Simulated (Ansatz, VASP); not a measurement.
# NiO in VASP and in Ansatz

```xyz
2
Lattice="0.0000 2.2049 2.2049 2.2049 0.0000 2.2049 2.2049 2.2049 0.0000" Properties=species:S:1:pos:R:3 pbc="T T T"
Ni    0.0000    0.0000    0.0000
O     1.1024    1.1024    1.1024
```

Alike in both runs: task single point; functional PBEsol; k mesh 12 × 12 × 12; occupations gaussian, width 0.05 eV; collinear spin.

```csv
,VASP,Ansatz
version,VASP 6.6.1,Ansatz 0.2.0
potentials or method,"VASP PAW PBE potentials, release 64 (Ni, O)","scalar-relativistic, plane waves, PAW"
plane-wave cutoff (eV),520,420
valence electrons in the cell,16,24
```

```csv
,VASP,Ansatz,Ansatz less VASP
gap on the k mesh at the Fermi level (eV),none,none,-
pressure (GPa),-1.2,-1.3,-0.08
net moment per atom (μB),0.86,0.87,+0.015
size of the moment on the site where the two differ most (μB),1.35,1.32,-0.027
```

Site moments also hang on the region over which each program counts them. A gap of «none» marks a metal or a gap that the smearing closes. The two sets of potentials don't hold the same shells in valence.

Caveats: the PAW data sets were made with another functional, which shifts forces and pressure a little (VASP); a cell with one magnetic atom can't hold antiferromagnetic order, which such compounds often take; semilocal functionals often make such compounds metallic where correlation or magnetic order opens a gap, which also shifts bond lengths. With open d or f shells a metallic result of PBEsol can be an artefact of self-interaction; +U or a hybrid may open a gap.
